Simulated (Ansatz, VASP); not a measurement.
## KMgF3 in VASP and in Ansatz

File POSCAR:

```
KMgF3
1.0
    3.9791132838      0.0000000000      0.0000000000
    0.0000000000      3.9791132838      0.0000000000
    0.0000000000      0.0000000000      3.9791132838
K Mg F
1 1 3
Direct
    0.5000000000      0.5000000000      0.5000000000
    0.0000000000      0.0000000000      0.0000000000
    0.5000000000      0.0000000000      0.0000000000
    0.0000000000      0.5000000000      0.0000000000
    0.0000000000      0.0000000000      0.5000000000
```

INCAR.step1

```
SYSTEM = KMgF3
PREC = Accurate ; ENCUT = 520
ISMEAR = 0 ; SIGMA = 0.01
LREAL = .FALSE. ; LASPH = .TRUE.
NELM = 80 ; NBANDS = 24
GGA = PE ; ALGO = Normal
EDIFF = 1E-4 ; LWAVE = .TRUE.
LCHARG = .FALSE.
```

The input INCAR.step2:

```
SYSTEM = KMgF3
PREC = Accurate ; ENCUT = 520
EDIFF = 1E-6 ; ISMEAR = 0
SIGMA = 0.01 ; LREAL = .FALSE.
LASPH = .TRUE. ; NELM = 80
ALGO = Normal ; ISIF = 2
LWAVE = .FALSE. ; LCHARG = .FALSE.
METAGGA = R2SCAN ; LMIXTAU = .TRUE.
NBANDS = 24 ; ISTART = 1
```

The input KPOINTS:

```
regular mesh
0
G
  6 6 6
  0 0 0
```

Input for Ansatz:

```yaml
crystal:
  lattice:
    - [3.9791132838, 0.0, 0.0]
    - [0.0, 3.9791132838, 0.0]
    - [0.0, 0.0, 3.9791132838]
  atoms:
    - { symbol: K, position: [0.5, 0.5, 0.5] }
    - { symbol: Mg, position: [0.0, 0.0, 0.0] }
    - { symbol: F, position: [0.5, 0.0, 0.0] }
    - { symbol: F, position: [0.0, 0.5, 0.0] }
    - { symbol: F, position: [0.0, 0.0, 0.5] }
scf:
  occupations: { method: fixed }
output:
  forces: true
  stress: true
  eigenvalues: true
hamiltonian:
  xc: r2scan
basis:
  ecutwfc: 560
kpoints:
  mp_grid: { grid: [6, 6, 6] }
```

Alike in both runs: task single point; functional r2SCAN; k mesh 6 × 6 × 6; no spin polarisation.

```csv
,VASP,Ansatz
version,VASP 6.6.1,Ansatz 0.2.0
potentials or method,"VASP PAW PBE potentials, release 64 (K_sv, Mg, F)","scalar-relativistic, plane waves, PAW"
plane-wave cutoff (eV),520,560
occupations,"gaussian, width 0.01 eV",fixed
valence electrons in the cell,32,40
```

Ansatz gave:

| Item | Value |
| --- | --- |
| gap on the k mesh at the Fermi level (eV) | 8.31 |
| least direct gap on the mesh (eV) | 8.62 |
| pressure (GPa) | 0.1 |

Question: What did VASP give for the same quantities?

Answer: gap on the k mesh at the Fermi level (eV): 8.29; least direct gap on the mesh (eV): 8.61; pressure (GPa): -0.5.

The two sets of potentials don't hold the same shells in valence.

Caveats: the PAW data sets were made with another functional, which shifts forces and pressure a little (VASP). r2SCAN opens gaps a little over a GGA but as a rule still falls short of measured ones. A k mesh can miss the band edges.
